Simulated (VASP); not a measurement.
Set up this calculation in VASP 6.6.1, as the native input.

```
Task                   : relaxation of cell and atoms
Functional             : PBE
Potentials or basis    : VASP PAW PBE potentials, release 64 (Sb)
Cutoff                 : 520 eV
k mesh                 : 16 × 16 × 16
Occupations            : gaussian, width 0.1 eV
Spin                   : no spin polarisation
Further INCAR settings : ALGO = Normal; EDIFF = 1e-06; IBRION = 2; EDIFFG = -0.01; NSW = 90; ISIF = 3
```

The structure of Sb lies in POSCAR:

```
Sb
1.0
    0.0000000000      2.3050000000      2.3050000000
    2.3050000000      0.0000000000      2.3050000000
    2.3050000000      2.3050000000      0.0000000000
Sb
1
Direct
    0.0000000000      0.0000000000      0.0000000000
```

This isn't the form of Sb at room conditions, which is rhombohedral.

These files were run (other wordings do the same):

INCAR

```
SYSTEM = Sb
PREC = Accurate
ENCUT = 520
EDIFF = 1E-6
ISMEAR = 0
SIGMA = 0.1
LREAL = .FALSE.
LASPH = .TRUE.
NELM = 120
ALGO = Normal
ISIF = 3
LWAVE = .FALSE.
LCHARG = .FALSE.
GGA = PE
IBRION = 2
NSW = 90
EDIFFG = -0.01
```

KPOINTS

```
regular mesh
0
G
  16 16 16
  0 0 0
```

Potentials or basis: VASP PAW PBE potentials, release 64 (Sb).

Run with:

```console
$ cat potpaw_PBE.64/Sb/POTCAR > POTCAR
$ mpirun -np 1 vasp_std > vasp.out
```

Results of the run:

```
Relaxed volume                         : 27.43 Å³/atom
Relaxed cell                           : a = 3.385 Å, b = 3.385 Å, c = 3.385 Å, α = 60.00°, β = 60.00°, γ = 60.00°
Space group after relaxing (to 0.05 Å) : Fm-3m (No. 225)
Energy gained by relaxing              : 70.5 meV/atom
Ionic steps                            : 3
Pressure after relaxing                : 0.0 GPa
Band gap on the k mesh                 : none (metal or under the smearing width)
```

Caveat: the volume moved by +12 % from the deposited cell, more than functionals usually miss.

Run time: 16 s on 1 thread of Intel(R) Xeon(R) Platinum 8488C (Sapphire Rapids), with other jobs on the host, peak memory 0.15 GiB.
